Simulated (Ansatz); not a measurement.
# Ta12Si: the cost of one run

Computed with Ansatz 0.2.0 (DFT PBE, scalar-relativistic, plane waves, PAW, unless a step's input says otherwise).

5 further runs of the same task are left out: 1 that didn't finish, 4 set aside as unsound or not needed.

### Step 1. The system as given

The structure is trigonal, space group P3m1 (No. 156). The conventional cell has a = 5.972 Å, b = 5.972 Å, c = 20.308 Å, α = 90.00°, β = 90.00°, γ = 120.00°. Ta (site symmetry 3m) is surrounded by 9 Ta at 2.96 to 2.99 Å. Ta (site symmetry m) has 9 Ta at 2.96 to 2.99 Å as nearest neighbours. Ta (site symmetry m) is surrounded by 12 Ta at 2.96 to 2.99 Å. Ta (site symmetry 3m) has 12 Ta at 2.96 to 2.99 Å as nearest neighbours. Around Ta (site symmetry m) lie 1 Si at 2.56 Å. Around Si (site symmetry 3m) lie 3 Ta at 2.56 Å.

Structure file:

```xyz
13
Lattice="5.9724 0.0000 0.0000 -2.9862 5.1722 0.0000 0.0000 0.0000 20.3076" Properties=species:S:1:pos:R:3 pbc="T T T"
Ta    1.4931    0.8620    4.0000
Ta    0.0000    3.4481    4.0000
Ta    4.4793    0.8620    4.0000
Ta    2.9862    3.4481    4.0000
Ta    0.0000    1.7241    6.4035
Ta   -1.4931    4.3102    6.4035
Ta    2.9862    1.7241    6.4035
Ta    1.4931    4.3102    6.4035
Ta    0.0000    0.0000    8.8076
Ta   -1.4931    2.5861    8.8076
Ta    2.9862    0.0000    8.8076
Ta    1.4931    2.5861    8.8076
Si    1.4931    0.8620   10.6955
```

This is the geometry at the first point of the grid.

### Step 3. The grid

Atoms count from 1 in the order of the input.

Si is moved over the surface cell; relaxed at each place: the height of the adsorbate's atoms; substrate rigid; the origin of the map has the adsorbate above Ta9.

The axes are (1) position of Si13 along the first surface vector, from above Ta9: 6 values from 0.000 to 0.833, periodic; (2) position of Si13 along the second surface vector, from above Ta9: 6 values from 0.000 to 0.833, periodic.

Relaxed at each point: the height of the adsorbate's atoms; substrate rigid. Points are written as (first, second).

The two vectors of the plane (Å): (2.986, 0.000, 0.000); (-1.493, 2.586, 0.000).

(The set-up runs are not shown.)

### Step 4. The run at (0/6, 0/6) of the map's two axes

Contents of input.yaml:

```yaml
crystal:
  lattice:
    - [5.9723607044, 0.0, 0.0]
    - [-2.9861803522, 5.1722160905, 0.0]
    - [0.0, 0.0, 20.3075821036]
  atoms:
    - { symbol: Ta, position: [0.3333333333, 0.1666666667, 0.1969707659] }
    - { symbol: Ta, position: [0.3333333333, 0.6666666667, 0.1969707659] }
    - { symbol: Ta, position: [0.8333333333, 0.1666666667, 0.1969707659] }
    - { symbol: Ta, position: [0.8333333333, 0.6666666667, 0.1969707659] }
    - { symbol: Ta, position: [0.1666666667, 0.3333333333, 0.3153261445] }
    - { symbol: Ta, position: [0.1666666667, 0.8333333333, 0.3153261445] }
    - { symbol: Ta, position: [0.6666666667, 0.3333333333, 0.3153261445] }
    - { symbol: Ta, position: [0.6666666667, 0.8333333333, 0.3153261445] }
    - { symbol: Ta, position: [0.0, 0.0, 0.4337090481] }
    - { symbol: Ta, position: [0.0, 0.5, 0.4337090481] }
    - { symbol: Ta, position: [0.5, 0.0, 0.4337090481] }
    - { symbol: Ta, position: [0.5, 0.5, 0.4337090481] }
    - { symbol: Si, position: [0.0, 0.0, 0.5725734381] }
basis:
  ecutwfc: 420
kpoints:
  mp_grid: { grid: [6, 6, 1] }
hamiltonian:
  xc: pbe
  pseudopotentials: { kind: paw, azcp: { folder: soft_1 } }
scf:
  occupations: { method: gaussian, width: 0.1 }
output:
  forces: true
  eigenvalues: true
relax:
  adjacent_minimum: "off"
  f_tol: 0.025
  max_steps: 16
  constraints:
    - { sites: [0, 1, 2, 3, 4, 5, 6, 7, 8, 9, 10, 11] }
    - { sites: [12], fix: xy }
efield:
  axis: 3
  dipole_correction: true
  ramp_width: 0.04
```

Launch:

```console
$ ansatz run input.yaml --threads 4 --pin off --max-ram 12288MiB --backend cpu --events-out ev --progress --plain --runs-dir out
```

**Question.** How long does this run take on 4 threads of AMD EPYC 9R45 (Zen 5), shared host, and how much memory does it need?

About 20 s, with a peak of 1.6 GiB.
